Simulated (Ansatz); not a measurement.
Compare A (`CCCC(N)=O`) with its isomer B (`CC(=O)N(C)C`).

Computed with Ansatz on PBE0-D4/def2-TZVP structures; ΔE is electronic, products minus reactants. CCSD(T)/CBS adds triple-zeta CCSD(T) − MP2 to the extrapolated MP2 energy (def2 sets, frozen cores). DFT in def2-TZVPP. B3LYP here is the variant with VWN-RPA as its local correlation; programs differ in this. One conformer a species, not always the lowest.

Q: Which is lower in electronic energy at CCSD(T)/CBS, and by how much? (An estimate is asked.)

A: Computed: A, by 12.3 kcal/mol.

Q: Give E(B) − E(A) in kcal/mol with B3LYP-D4, B3LYP, B2PLYP, MP2/def2-TZVPP, LDA (SPW92), HF/def2-TZVPP, ωB97M-V. (Estimate.)

A: Computed: B3LYP-D4 10.7, B3LYP 11.6, B2PLYP 11.7, MP2/def2-TZVPP 12.1, LDA (SPW92) 9.2, HF/def2-TZVPP 13.9, ωB97M-V 12.3. None reverses the order clearly.

Q: Does the order hold for the free energy at 298.15 K (harmonic terms from PBE0-D4)? (Estimate.)

A: Computed: Yes: G(B) − G(A) = +12.3 kcal/mol, for one conformer each. Modes under 60 cm⁻¹, often nearly free rotors, make the harmonic entropy too high.

Largest T1 diagnostic: 0.013.

In def2-TZVPP, CCSD(T) changes the Hartree–Fock value by −2.0 kcal/mol (the triples alone add −0.6 kcal/mol) and MP2 by −1.7 kcal/mol. From PBE to PBE0 (25 % exact exchange), in def2-TZVPP and without D4, E(B) − E(A) moves by +0.9 kcal/mol.
